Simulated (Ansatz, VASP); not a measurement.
**Cross-check of GaN between VASP and Ansatz**

One calculation is typed for both programs; each brings its own data sets. How far apart do they land? The cell is taken from a series of runs on this material, whose earlier steps may have relaxed, scaled, displaced or heated it; both programs get it as it stands.

Method: plane waves, with VASP 6.6.1 beside it; PBEsol, in Ansatz 0.2.0.

## (1) The starting structure

Symmetry: P6_3mc, No. 186, hexagonal system. The conventional cell has a = 3.189 Å, b = 3.189 Å, c = 5.185 Å, α = 90.00°, β = 90.00°, γ = 120.00°. Ga has 4 N at 1.95 Å nearest. Nearest to N lie 4 Ga at 1.95 Å. Farther neighbours and most contacts between anions are not listed.

Coordinates:

```xyz
16
Lattice="6.3780 0.0000 0.0000 -3.1890 5.5235 0.0000 0.0000 0.0000 5.1850" Properties=species:S:1:pos:R:3 pbc="T T T"
Ga    0.0000    1.8412    0.0000
Ga    1.5945    0.9206    2.5925
Ga   -1.5945    4.6029    0.0000
Ga    0.0000    3.6823    2.5925
Ga    3.1890    1.8412    0.0000
Ga    4.7835    0.9206    2.5925
Ga    1.5945    4.6029    0.0000
Ga    3.1890    3.6823    2.5925
N     1.5945    0.9206    0.6425
N     0.0000    1.8412    3.2350
N     0.0000    3.6823    0.6425
N    -1.5945    4.6029    3.2350
N     4.7835    0.9206    0.6425
N     3.1890    1.8412    3.2350
N     3.1890    3.6823    0.6425
N     1.5945    4.6029    3.2350
```

## (2) VASP: relaxation of cell and atoms, PBEsol

The relaxed volume is the usual yardstick between codes: in a stiff, nearly cubic crystal its relative difference is about their pressure difference at one cell divided by the bulk modulus.

Lines of VASP's logs that name or quote its potential files are left out, and so is its time.

File INCAR:

```
SYSTEM = GaN
PREC = Accurate
ENCUT = 600
EDIFF = 1E-07
NELM = 120
ISMEAR = -1
SIGMA = 0.02
LREAL = .FALSE.
ALGO = Normal
GGA = PS
NBANDS = 89
LORBIT = 11
LWAVE = .FALSE.
LCHARG = .FALSE.
ISIF = 3
IBRION = 2
NSW = 80
EDIFFG = -0.005
LASPH = .TRUE.
GGA_COMPAT = .FALSE.
NELMIN = 4
EFERMI = MIDGAP
KPAR = 4
```

File POSCAR:

```
GaN
1.0
    6.3780000000      0.0000000000      0.0000000000
   -3.1890000000      5.5235100300      0.0000000000
    0.0000000000      0.0000000000      5.1850000000
Ga N
8 8
Direct
    0.1666666567      0.3333333233      0.0000000000
    0.3333333233      0.1666666567      0.5000000000
    0.1666666567      0.8333333233      0.0000000000
    0.3333333233      0.6666666567      0.5000000000
    0.6666666567      0.3333333233      0.0000000000
    0.8333333233      0.1666666567      0.5000000000
    0.6666666567      0.8333333233      0.0000000000
    0.8333333233      0.6666666567      0.5000000000
    0.3333333233      0.1666666567      0.1239072100
    0.1666666567      0.3333333233      0.6239072100
    0.3333333233      0.6666666567      0.1239072100
    0.1666666567      0.8333333233      0.6239072100
    0.8333333233      0.1666666567      0.1239072100
    0.6666666567      0.3333333233      0.6239072100
    0.8333333233      0.6666666567      0.1239072100
    0.6666666567      0.8333333233      0.6239072100
```

File KPOINTS:

```
Automatic mesh
0
Gamma
5 5 5
0 0 0
```

PAW data sets: Ga_d and N (PBE family, release 64).

Launch:

```bash
mpirun -np 4 vasp_std
```

Numbers of over 12 decimals in the logs are rounded to 6 here.

What it wrote:

```text
[banner, memory and clock lines left out]
running    4 mpi-ranks, on    1 nodes
 distrk:  each k-point on    1 cores,    4 groups
 distr:  one band on    1 cores,    1 groups

 POSCAR found type information on POSCAR GaN
 POSCAR found :  2 types and      16 ions
|                                                                             |
|               ----> ADVICE to this user running VASP <----                  |
|                                                                             |
|     You enforced a specific xc type in the INCAR file but a different       |
|     [... a line on the potential file left out ...]
|     I HOPE YOU KNOW WHAT YOU ARE DOING!                                     |
|                                                                             |

 LDA part: xc-table for (Slater+PW92), standard interpolation
 POSCAR, INCAR and KPOINTS ok, starting setup
 FFT: planning ... GRIDC
 FFT: planning ... GRID_SOFT
 FFT: planning ... GRID
 WAVECAR not read
 entering main loop
       N       E                     dE             d eps       ncg     rms          rms(c)
DAV:   1     0.219351689977E+04    0.21935E+04   -0.63411E+04  3014   0.329E+03
DAV:   2     0.460225626105E+03   -0.17333E+04   -0.16209E+04  2670   0.945E+02
DAV:   3    -0.523920664086E+02   -0.51262E+03   -0.48114E+03  3199   0.304E+02
DAV:   4    -0.114270174589E+03   -0.61878E+02   -0.60275E+02  3100   0.108E+02
DAV:   5    -0.119520759598E+03   -0.52506E+01   -0.52121E+01  3832   0.317E+01    0.203E+01
DAV:   6    -0.104578979271E+03    0.14942E+02   -0.45259E+01  4684   0.569E+01    0.569E+00
DAV:   7    -0.105271751049E+03   -0.69277E+00   -0.10343E+01  3074   0.124E+01    0.530E+00
DAV:   8    -0.105178665114E+03    0.93086E-01   -0.13394E+00  3852   0.103E+01    0.172E+00
DAV:   9    -0.105079954621E+03    0.98710E-01   -0.45057E-01  3986   0.643E+00    0.502E-01
DAV:  10    -0.105084886581E+03   -0.49320E-02   -0.54580E-02  3300   0.108E+00    0.180E-01
DAV:  11    -0.105085264903E+03   -0.37832E-03   -0.35524E-03  3868   0.434E-01    0.102E-01
DAV:  12    -0.105085246946E+03    0.17957E-04   -0.43585E-04  3348   0.118E-01    0.452E-02
DAV:  13    -0.105085256277E+03   -0.93315E-05   -0.54652E-05  3226   0.617E-02    0.218E-02
DAV:  14    -0.105085244970E+03    0.11307E-04   -0.61001E-05  3908   0.811E-02    0.115E-02
DAV:  15    -0.105085246850E+03   -0.18798E-05   -0.14651E-05  3380   0.152E-02    0.370E-03
DAV:  16    -0.105085246938E+03   -0.88065E-07   -0.61509E-07  2660   0.344E-03
   1 F= -.10508525E+03 E0= -.10508525E+03  d E =-.105085E+03
 curvature:   0.00 expect dE= 0.000E+00 dE for cont linesearch  0.000E+00
 trial: gam= 0.00000 g(F)=  0.214E-02 g(S)=  0.179E-01 ort = 0.000E+00 (trialstep = 0.100E+01)
 search vector abs. value=  0.200E-01
 bond charge predicted
       N       E                     dE             d eps       ncg     rms          rms(c)
DAV:   1    -0.105230519355E+03   -0.14527E+00   -0.28273E+00  3714   0.176E+01    0.247E+00
DAV:   2    -0.105121723796E+03    0.10880E+00   -0.43098E-01  3684   0.755E+00    0.116E+00
DAV:   3    -0.105087265447E+03    0.34458E-01   -0.72401E-02  3872   0.272E+00    0.262E-01
DAV:   4    -0.105087367530E+03   -0.10208E-03   -0.32094E-02  2964   0.874E-01    0.209E-01
DAV:   5    -0.105086338042E+03    0.10295E-02   -0.18595E-03  4284   0.395E-01    0.739E-02
DAV:   6    -0.105086167311E+03    0.17073E-03   -0.10681E-03  3011   0.303E-01    0.514E-02
DAV:   7    -0.105086174968E+03   -0.76571E-05   -0.18852E-04  3740   0.797E-02    0.255E-02
DAV:   8    -0.105086173661E+03    0.13066E-05   -0.12403E-05  3122   0.171E-02    0.793E-03
DAV:   9    -0.105086171783E+03    0.18782E-05   -0.66250E-06  3948   0.378E-02    0.294E-03
DAV:  10    -0.105086171806E+03   -0.22781E-07   -0.20274E-06  2964   0.612E-03    0.164E-03
DAV:  11    -0.105086171786E+03    0.20314E-07   -0.48813E-07  2676   0.890E-03
   2 F= -.10508617E+03 E0= -.10508617E+03  d E =-.924848E-03
 trial-energy change:   -0.000925  1 .order   -0.001012   -0.019995    0.017971
 step:   0.5232(harm=  0.5267)  dis= 0.00133  next Energy=  -105.090465 (dE=-0.522E-02)
 bond charge predicted
       N       E                     dE             d eps       ncg     rms          rms(c)
DAV:   1    -0.105123453642E+03   -0.37282E-01   -0.65435E-01  3720   0.857E+00    0.118E+00
DAV:   2    -0.105098679639E+03    0.24774E-01   -0.95055E-02  3656   0.355E+00    0.556E-01
DAV:   3    -0.105090738030E+03    0.79416E-02   -0.16746E-02  3866   0.136E+00    0.123E-01
DAV:   4    -0.105090779279E+03   -0.41249E-04   -0.75389E-03  2919   0.420E-01    0.104E-01
DAV:   5    -0.105090572446E+03    0.20683E-03   -0.42231E-04  4500   0.171E-01    0.462E-02
DAV:   6    -0.105090512873E+03    0.59574E-04   -0.22614E-04  3041   0.141E-01    0.274E-02
DAV:   7    -0.105090513079E+03   -0.20662E-06   -0.36499E-05  3500   0.429E-02    0.112E-02
DAV:   8    -0.105090513769E+03   -0.68960E-06   -0.57449E-06  3155   0.110E-02    0.283E-03
DAV:   9    -0.105090513750E+03    0.19023E-07   -0.15610E-06  3684   0.181E-02    0.756E-04
DAV:  10    -0.105090513792E+03   -0.42397E-07   -0.46510E-07  2041   0.388E-03
   3 F= -.10509051E+03 E0= -.10509051E+03  d E =-.526685E-02
 curvature:  -0.26 expect dE=-0.447E-05 dE for cont linesearch -0.618E-06
 trial: gam=-0.00999 g(F)=  0.147E-05 g(S)=  0.155E-04 ort = 0.217E-03 (trialstep = 0.905E+00)
 search vector abs. value=  0.146E-04
 reached required accuracy - stopping structural energy minimisation
```

OUTCAR, selected parts (step 2):

```text
ion  position               nearest neighbor table
   1  0.167  0.333  0.000-  10 1.95   9 1.95  13 1.95  11 1.95
   2  0.333  0.167  0.500-   9 1.95  10 1.95  14 1.95  12 1.95
   3  0.167  0.833  0.000-  12 1.95  11 1.95  15 1.95   9 1.95
   4  0.333  0.667  0.500-  11 1.95  12 1.95  16 1.95  10 1.95
   5  0.667  0.333  0.000-  14 1.95  13 1.95   9 1.95  15 1.95
   6  0.833  0.167  0.500-  13 1.95  14 1.95  10 1.95  16 1.95
   7  0.667  0.833  0.000-  16 1.95  15 1.95  11 1.95  13 1.95
   8  0.833  0.667  0.500-  15 1.95  16 1.95  12 1.95  14 1.95
   9  0.333  0.167  0.124-   2 1.95   1 1.95   5 1.95   3 1.95
  10  0.167  0.333  0.624-   1 1.95   2 1.95   6 1.95   4 1.95
  11  0.333  0.667  0.124-   4 1.95   3 1.95   7 1.95   1 1.95
  12  0.167  0.833  0.624-   3 1.95   4 1.95   8 1.95   2 1.95
  13  0.833  0.167  0.124-   6 1.95   5 1.95   1 1.95   7 1.95
  14  0.667  0.333  0.624-   5 1.95   6 1.95   2 1.95   8 1.95
  15  0.833  0.667  0.124-   8 1.95   7 1.95   3 1.95   5 1.95
  16  0.667  0.833  0.624-   7 1.95   8 1.95   4 1.95   6 1.95

  LATTYP: Found a hexagonal cell.
 ALAT       =     6.3780000000
 C/A-ratio  =     0.8129507683

 Subroutine GETGRP returns: Found 12 space group operations
 (whereof  6 operations were pure point group operations)

The static configuration has the point symmetry C_3v.
 The point group associated with its full space group is C_6v.

 Found     15 irreducible k-points:

   k-points           NKPTS =     15   k-points in BZ     NKDIM =     15   number of bands    NBANDS=     89

   dimension x,y,z NGX =    54 NGY =   54 NGZ =   42
   dimension x,y,z NGXF=   108 NGYF=  108 NGZF=   84

   ENCUT  =  600.0 eV  44.10 Ry    6.64 a.u.  12.74 12.74 10.36*2*pi/ulx,y,z

   NELECT =     144.0000    total number of electrons

 k-points in reciprocal lattice and weights: Automatic mesh
   0.00000000  0.00000000  0.00000000       0.008
   0.20000000  0.00000000  0.00000000       0.048
   0.40000000  0.00000000  0.00000000       0.048
   0.20000000  0.20000000  0.00000000       0.048
   0.40000000  0.20000000  0.00000000       0.048
   0.00000000  0.00000000  0.20000000       0.016
   0.20000000  0.00000000  0.20000000       0.096
   0.40000000  0.00000000  0.20000000       0.096
   0.20000000  0.20000000  0.20000000       0.096
[...]
0.20000000  0.20000000  0.40000000       0.096
   0.40000000  0.20000000  0.40000000       0.096

 average (electrostatic) potential at core
       1 -63.2404       2 -63.2404       3 -63.2404       4 -63.2404       5 -63.2404
       6 -63.2404       7 -63.2404       8 -63.2404       9 -62.0763      10 -62.0763
      11 -62.0763      12 -62.0763      13 -62.0763      14 -62.0763      15 -62.0763
      16 -62.0763

 E-fermi :   6.2128

 k-point     1 :       0.0000    0.0000    0.0000
  band No.  band energies     occupation
    ...
     68       4.2419      2.00000
     69       4.2419      2.00000
     70       5.2146      2.00000
     71       5.2587      2.00000
     72       5.2587      2.00000
     73       7.1668      0.00000
     74       9.4830      0.00000
     75      10.2104      0.00000
     76      10.2104      0.00000
     77      10.2104      0.00000
    ...

 k-point     2 :       0.2000    0.0000    0.0000
  band No.  band energies     occupation
    ...
     68       3.9965      2.00000
     69       4.3375      2.00000
     70       4.4198      2.00000
     71       5.1143      2.00000
     72       5.1675      2.00000
     73       7.9279      0.00000
     74      10.0910      0.00000
     75      10.2159      0.00000
     76      10.8316      0.00000
     77      10.8363      0.00000
    ...

 k-point     3 :       0.4000    0.0000    0.0000
  band No.  band energies     occupation
    ...
     68       3.5089      2.00000
     69       4.2083      2.00000
     70       4.5920      2.00000
     71       4.7886      2.00000
     72       4.9126      2.00000
     73       9.0404      0.00000
     74       9.8994      0.00000
     75      10.9062      0.00000
     76      10.9062      0.00000
     77      11.0220      0.00000
    ...

  Total       -0.0237718     -0.0237718      0.0632940      0.0000000     -0.0000000      0.0000000
  in kB       -0.2097699     -0.2097699      0.5585268      0.0000000     -0.0000000      0.0000000
  external PRESSURE =       0.0463290 kB  Pullay stress =       0.0000000 kB

  energy-cutoff  :      600.00
  volume of cell :      181.56
      direct lattice vectors                 reciprocal lattice vectors
     6.360959571  0.000000000  0.000000000     0.157208985  0.090764650  0.000000000
    -3.180479785  5.508752585  0.000000000     0.000000000  0.181529300  0.000000000
     0.000000000 -0.000000000  5.181472648     0.000000000  0.000000000  0.192995325

 POSITION                                       TOTAL-FORCE (eV/Angst)
 -----------------------------------------------------------------------------------
     -0.00000      1.83625      0.00133         0.000000     -0.000000      0.001382
      1.59024      0.91813      2.59206         0.000000      0.000000      0.001382
     -1.59024      4.59063      0.00133         0.000000     -0.000000      0.001382
     -0.00000      3.67250      2.59206        -0.000000      0.000000      0.001382
      3.18048      1.83625      0.00133        -0.000000     -0.000000      0.001382
      4.77072      0.91813      2.59206         0.000000      0.000000      0.001382
      1.59024      4.59063      0.00133        -0.000000     -0.000000      0.001382
      3.18048      3.67250      2.59206        -0.000000      0.000000      0.001382
      1.59024      0.91813      0.64070         0.000000     -0.000000     -0.001382
     -0.00000      1.83625      3.23143        -0.000000     -0.000000     -0.001382
     -0.00000      3.67250      0.64070         0.000000      0.000000     -0.001382
     -1.59024      4.59063      3.23143        -0.000000     -0.000000     -0.001382
      4.77072      0.91813      0.64070         0.000000      0.000000     -0.001382
      3.18048      1.83625      3.23143        -0.000000     -0.000000     -0.001382
      3.18048      3.67250      0.64070         0.000000      0.000000     -0.001382
      1.59024      4.59063      3.23143        -0.000000      0.000000     -0.001382
 -----------------------------------------------------------------------------------
    total drift:                                0.000205      0.000355      0.001269

  FREE ENERGIE OF THE ION-ELECTRON SYSTEM (eV)
  ---------------------------------------------------
  free  energy   TOTEN  =      -105.0905137923 eV

  energy  without entropy=     -105.0905137923  energy(sigma->0) =     -105.09051379

 reached required accuracy - stopping structural energy minimisation

 total charge
# of ion       s       p       d       tot
------------------------------------------
    1        0.790   0.911  10.185  11.886
    2        0.790   0.911  10.185  11.886
    3        0.790   0.911  10.185  11.886
    4        0.790   0.911  10.185  11.886
    5        0.790   0.911  10.185  11.886
    6        0.790   0.911  10.185  11.886
    7        0.790   0.911  10.185  11.886
    8        0.790   0.911  10.185  11.886
    9        1.214   2.504   0.000   3.718
   10        1.214   2.504   0.000   3.718
   11        1.214   2.504   0.000   3.718
   12        1.214   2.504   0.000   3.718
   13        1.214   2.504   0.000   3.718
   14        1.214   2.504   0.000   3.718
   15        1.214   2.504   0.000   3.718
   16        1.214   2.504   0.000   3.718
--------------------------------------------------
tot         16.037  27.314  81.477 124.828

[... 3 further parts left out ...]
```

(Part 1 of 2 ends here.)

[Lines on the potential files, build, host, timing and source positions are cut from VASP's logs without a mark.]

[Logs are printed without paths, hosts, clocks, repeated set-up lines and the standing remarks that a program may print on its own settings, such as how far it seeks lower states.]

[Hosts, paths, dates, database ids (printed as entryN), source tags and the programs' standing remarks are cut or masked in the printed files.]
